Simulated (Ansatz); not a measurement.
# Cr (simple hexagonal type): the cost of one run

Program: Ansatz 0.2.0. Level of theory: DFT PBE, with the methods named in each step. These are calculated values, not measurements.

1 further run of the same task is left out (for a known fault of the program).

### Step 1. The starting structure

Symmetry: P6/mmm, No. 191, hexagonal system. Conventional cell: a = 2.519 Å, b = 2.519 Å, c = 2.238 Å, α = 90.00°, β = 90.00°, γ = 120.00°. Cr (site symmetry 6/mmm) has 8 Cr at 2.24 to 2.52 Å as nearest neighbours.

Coordinates:

```cif
data_structure
_symmetry_space_group_name_H-M 'P 1'
_symmetry_Int_Tables_number 1
_cell_length_a 2.5187
_cell_length_b 2.5187
_cell_length_c 2.2380
_cell_angle_alpha 90.000
_cell_angle_beta 90.000
_cell_angle_gamma 120.000
_cell_volume 12.29
loop_
_atom_site_label
_atom_site_type_symbol
_atom_site_fract_x
_atom_site_fract_y
_atom_site_fract_z
_atom_site_occupancy
Cr1 Cr 0.00000 0.00000 0.00000 1
```

Whether this phase is the stable one at these pressures isn't tested.

### Step 2. The reference volume, LAPW

File input.yaml:

```yaml
crystal:
  lattice:
    - [2.5186505009, 0.0, 0.0]
    - [-1.2593252505, 2.181215317, 0.0]
    - [0.0, 0.0, 2.2379514044]
  atoms:
    - { symbol: Cr, position: [0.0, 0.0, 0.0], spin: 2.0 }
magnetization:
  spin_polarized: true
kpoints:
  mp_grid: { grid: [18, 18, 16] }
  band_path:
    path:
      - [0.0, 0.0, 0.0]
      - [0.5, 0.0, 0.0]
      - [0.3333333333, 0.3333333333, 0.0]
      - [0.0, 0.0, 0.0]
      - [0.0, 0.0, 0.5]
      - [0.5, 0.0, 0.5]
      - [0.3333333333, 0.3333333333, 0.5]
      - [0.0, 0.0, 0.5]
      - [0.5, 0.0, 0.5]
    npoints: 14
scf:
  occupations: { method: fermi_dirac, width: 0.08 }
hamiltonian:
  xc: pbe
  pseudopotentials: { kind: all_electron, lapw: { basis_error: 0.001 } }
output:
  forces: true
  stress: true
  eigenvalues: true
  populations: true
  dos: { projected: true, de: 0.2, e_range: [-14, 8] }
```

The run is started by

```
> ansatz run input.yaml --threads 1 --pin off --max-ram 3072MiB --backend cpu --events-out ev --progress --plain --runs-dir out
```

**Question.** How long does this run take on 1 thread of Arm Neoverse N1, shared host, and how much memory does it need?

About 1.8 min, with a peak of 0.6 GiB.
